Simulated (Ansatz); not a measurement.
# Ansatz run, SiO2

The input, for Ansatz 0.2.0 (plane waves, PAW):

```yaml
crystal:
  lattice:
    - [5.06574226, 0.0, 0.0]
    - [-2.53287113, 4.38706581, 0.0]
    - [0.0, 0.0, 5.53290005]
  atoms:
    - { symbol: Si, position: [0.5, 0.0, 0.0] }
    - { symbol: Si, position: [0.5, 0.5, 0.33333] }
    - { symbol: Si, position: [0.0, 0.5, 0.66667] }
    - { symbol: O, position: [0.4157, 0.20785, 0.16667] }
    - { symbol: O, position: [0.20785, 0.4157, 0.5] }
    - { symbol: O, position: [0.79215, 0.20785, 0.83334] }
    - { symbol: O, position: [0.5843, 0.79215, 0.16667] }
    - { symbol: O, position: [0.79215, 0.5843, 0.5] }
    - { symbol: O, position: [0.20785, 0.79215, 0.83334] }
  symmetry: { tolerance: 0.0003 }
kpoints:
  mp_grid: { grid: [6, 6, 5], shift: [0, 0, 0] }
  band_path:
    path:
      - [0.0, 0.0, 0.0]
      - [0.5, 0.0, 0.0]
      - [0.33333333, 0.33333333, 0.0]
      - [0.0, 0.0, 0.0]
      - [0.0, 0.0, 0.5]
      - [0.5, 0.0, 0.5]
      - [0.33333333, 0.33333333, 0.5]
      - [0.0, 0.0, 0.5]
      - [0.5, 0.0, 0.5]
      - [0.5, 0.0, 0.0]
      - [0.33333333, 0.33333333, 0.5]
    npoints: 6
magnetization:
  spin_polarized: false
scf:
  occupations: { method: fermi_dirac }
  lower_state_search: "off"
  max_iter: 200
hamiltonian:
  pseudopotentials: { kind: paw }
  xc: r2scan
basis:
  ecutwfc: 500
  fft_grid_basis: typed
output:
  forces: true
  stress: true
  eigenvalues: true
  bader: true
  populations: true
  elf: true
  write_potential: true
  volumetric_format: npy
  dos:
    e_range: [-12, 8]
    de: 0.05
    projected: { site_lists: { O: [O], Si: [Si] } }
checkpoint:
  read: saved_state
```

The run starts from an earlier solution of this cell. 

Output (shortened):

```
Warning: the atoms were moved onto the symmetric positions of the space group found under crystal.symmetry.tolerance 3.0e-4 (fractional; no operation is sought that the atoms, as they stand in a round, miss by more than twice it, and no atom is moved by as much as it), and the run uses the moved positions.
Pseudopotentials: kind: paw
Pseudopotential: Si, paw, valence charge 4, recommended cutoff 500 eV (meta_gga), Si.paw.azcp
Pseudopotential: O, paw, valence charge 6, recommended cutoff 500 eV (meta_gga), O.paw.azcp
Functional definition: r2SCAN
  exchange = r2scan_x(k0 = k0, k1 = k1, a1 = a1)
  correlation = r2scan_c
Crystal: 9 atoms, lattice volume = 122.962 Å³
Basis set: ecut = 500 eV, 3147 PW (Γ), exchange–correlation on 160×160×180 points (64 copies of the dense FFT grid, shifted against one another)
Bands: 33, of which v1, the nominal top of the filled ones, is band 24 counted from 1 (23 counted from 0)
Symmetry: 12 space group operations
Space group: P6222 (ITA 180), of the structure as read, at distance tolerance 1.5e-3 Å
k-points: 21 of 180 (time reversal used)
Initial density: read from a saved state, or passed on in memory by an earlier SCF of this step, an earlier step, the calling program or the single point that the run made first
Functional: x = r2scan, c = r2scan; τ floored in thin density (d = 2e-4 eV/Å³)
Free energy (F): -5340.1962 eV
Harris-Foulkes:  -5340.1962 eV  (|F-HF|=4.62e-8)
Internal energy: -5340.1962 eV  (E = F + TS)
E sigma→0 (E₀):  -5340.1962 eV
Fermi energy:    4.7323 eV
--- Per-component energies (eV) ---
  E_band       = -278.6101
  E_kinetic    = 1215.4597
  E_local      = -3178.2700  (includes V_loc(G=0)·N_el)
  E_nonlocal   = 353.8503
  E_hartree    = 1156.6931
  E_xc         = -599.8030
  E_vxc        = -794.0578  (∫ρ·V_xc dr)
  E_paw        = -2526.0139  (= ΣΔE_a)
  E_vpaw       = -239.0726  (= ΣTr[D̂ρ^β])
  E_aug_tail   = 0.0063  (compensation charges beyond the density's cutoff)
  E_vtau       = 50.0814  (kinetic-family band-sum trace: ∫τ·v_τ [+ j·A + Jᵃ·Aᵃ] dr)
  E_ewald      = -1761.6977
  E_core_change = -0.4209  (= ΣΔE_core)
  E_smearing   =  0.0000  (= −TS)
--- Forces (eV/Å), atoms counted from 1 ---
  atom   1  Si     0.0000     0.0000     0.0000
  atom   2  Si     0.0000     0.0000     0.0000
  atom   3  Si     0.0000     0.0000     0.0000
  atom   4  O      0.0449     0.0259     0.0000
  atom   5  O      0.0000     0.0518     0.0000
  atom   6  O     -0.0449     0.0259     0.0000
  atom   7  O     -0.0449    -0.0259     0.0000
  atom   8  O      0.0000    -0.0518     0.0000
  atom   9  O      0.0449    -0.0259     0.0000
--- Stress (GPa, compression-positive) ---
       -0.5055       0.0000       0.0000
        0.0000      -0.5055       0.0000
        0.0000       0.0000      -0.2550
  P = ⅓ Tr σ = -0.4220 GPa (-4.220 kbar)
--- Bader charges: 9 sites ---
  site symbol  charge [e]  shift [e]
     0     Si      3.3728     0.0090
     1     Si      3.3727     0.0090
     2     Si      3.3727     0.0090
     3      O     -1.6864     0.0045
     4      O     -1.6864     0.0045
     5      O     -1.6864     0.0045
     6      O     -1.6864     0.0045
     7      O     -1.6864     0.0045
     8      O     -1.6864     0.0045
```

Origin: a database entry at a rescaled volume.
